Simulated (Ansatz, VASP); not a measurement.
## CdS in VASP and in Ansatz

```
Cd S
1.0
     3.41080    0.00000    0.00000
     0.00000    3.41080    0.00000
     0.00000    0.00000    3.41080
Cd S
1 1
Direct
  0.00000 0.00000 0.00000
  0.50000 0.50000 0.50000
```

Alike in both runs: functional PBE; k mesh 13 × 13 × 13; occupations fermi-dirac, width 0.1 eV; no spin polarisation.

Ansatz relaxed the structure, and its values are those at the end. VASP's run is a single point on that final structure, the one shown.

|  | VASP | Ansatz |
| --- | --- | --- |
| version | VASP 6.6.1 | Ansatz 0.2.0 |
| potentials or method | VASP PAW PBE potentials, release 64 (Cd, S) | PAW with Ansatz's default frozen-core files, scalar-relativistic |
| plane-wave cutoff (eV) | 520 | 420 |
| valence electrons in the cell | 18 | 26 |

```csv
,VASP,Ansatz,Ansatz less VASP
pressure (GPa),0.3,0.0,-0.32
```

The two sets of potentials don't hold the same shells in valence.
